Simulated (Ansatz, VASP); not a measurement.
**SrO in VASP and in Ansatz**

INCAR

```
SYSTEM = SrO
PREC = Accurate ; ENCUT = 520
EDIFF = 1E-8 ; ISMEAR = -1
SIGMA = 0.02 ; LREAL = .False.
LASPH = .True. ; NELM = 80
ALGO = Normal ; ISIF = 2
LWAVE = .False. ; LCHARG = .False.
GGA = PE ; LEFG = .True.
NBANDS = 15
```

The input KPOINTS:

```
Automatic mesh
0
Gamma
  8 8 8
  0 0 0
```

File POSCAR:

```
SrO
1.0
    0.0000000000      2.5698000000      2.5698000000
    2.5698000000      0.0000000000      2.5698000000
    2.5698000000      2.5698000000      0.0000000000
Sr O
1 1
Direct
    0.0000000000      0.0000000000      0.0000000000
    0.5224667289      0.5224667289      0.5224667289
```

Input for Ansatz:

```yaml
crystal:
  lattice:
    - [0.0, 2.5698, 2.5698]
    - [2.5698, 0.0, 2.5698]
    - [2.5698, 2.5698, 0.0]
  atoms:
    - { symbol: Sr, position: [0.0, 0.0, 0.0] }
    - { symbol: O, position: [0.5224667289, 0.5224667289, 0.5224667289] }
kpoints:
  mp_grid: { grid: [8, 8, 8] }
scf:
  occupations: { method: fermi_dirac, width: 0.02 }
hamiltonian:
  xc: pbe
  pseudopotentials: { kind: paw }
output:
  forces: true
  stress: true
  eigenvalues: true
  efg: { contact_densities: true }
```

Alike in both runs: task electric field gradients; functional PBE; k mesh 8 × 8 × 8; occupations fermi-dirac, width 0.02 eV; no spin polarisation.

|  | VASP | Ansatz |
| --- | --- | --- |
| version | VASP 6.6.1 | Ansatz 0.2.0 |
| potentials or method | VASP PAW PBE potentials, release 64 (Sr_sv, O) | PAW with Ansatz's default frozen-core files, scalar-relativistic |
| plane-wave cutoff (eV) | 520 | 420 |
| valence electrons in the cell | 16 | 16 |

Ansatz gave:

```
gap on the k mesh at the Fermi level (eV)                      : 3.63
pressure (GPa)                                                 : 3.9
largest component of the traceless stress (GPa)                : 0.21
rms of the force components (eV/Å)                             : 0.263
Vzz of the field gradient on the site that differs most (V/Å²) : 2.7
```

Which values does VASP return?

gap on the k mesh at the Fermi level (eV): 3.58; pressure (GPa): 4.6; largest component of the traceless stress (GPa): 0.23; rms of the force components (eV/Å): 0.281; Vzz of the field gradient on the site that differs most (V/Å²): 2.8.

Atom by atom the forces differ by 0.017 eV/Å (rms over components). The functional is the same, so the differences come from potentials, cutoffs and numerics. Ansatz warned: «gradients_without_spin_orbit».

A k mesh can miss the band edges.
